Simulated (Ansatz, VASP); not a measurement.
# Two plane-wave programs on Cu

The input INCAR:

```
SYSTEM = Cu
PREC = Accurate
ENCUT = 520
EDIFF = 1E-7
ISMEAR = 0
SIGMA = 0.15
LREAL = .False.
LASPH = .True.
NELM = 60
ALGO = Normal
ISIF = 2
LWAVE = .False.
LCHARG = .True.
GGA = PE
LELF = .True.
LVHAR = .True.
NBANDS = 12
```

KPOINTS

```
regular mesh
0
Gamma
  22 22 22
  0 0 0
```

POSCAR

```
Cu
1.0
    0.0000000000      1.8075000000      1.7803875000
    1.8075000000      0.0000000000      1.7803875000
    1.8075000000      1.8075000000      0.0000000000
Cu
1
Direct
    0.0000000000      0.0000000000      0.0000000000
```

Input for Ansatz:

```yaml
crystal:
  lattice:
    - [0.0, 1.8075, 1.7803875]
    - [1.8075, 0.0, 1.7803875]
    - [1.8075, 1.8075, 0.0]
  atoms:
    - { symbol: Cu, position: [0.0, 0.0, 0.0] }
basis:
  ecutwfc: 420
kpoints:
  mp_grid: { grid: [22, 22, 22] }
hamiltonian:
  xc: pbe
scf:
  occupations: { method: gaussian, width: 0.15 }
output:
  forces: true
  stress: true
  eigenvalues: true
  write_density: true
  write_potential: true
  elf: true
  volumetric_format: npy
```

Change from the starting cell: strain +0.000 along x and y, -0.015 along z, atoms carried along.

Alike in both runs: task single point; functional PBE; k mesh 22 × 22 × 22; occupations gaussian, width 0.15 eV; no spin polarisation.

```csv
,VASP,Ansatz
version,VASP 6.6.1,Ansatz 0.2.0
potentials or method,"VASP PAW PBE potentials, release 64 (Cu)","scalar-relativistic, plane waves, PAW"
plane-wave cutoff (eV),520,420
valence electrons in the cell,11,19
```

```tsv
	VASP	Ansatz	Ansatz less VASP
gap on the k mesh at the Fermi level (eV)	none	none	-
pressure (GPa)	4.7	4.1	-0.52
largest component of the traceless stress (GPa)	0.58	0.59	+0.006
```

A gap of «none» marks a metal or a gap that the smearing closes. The two sets of potentials don't hold the same shells in valence.
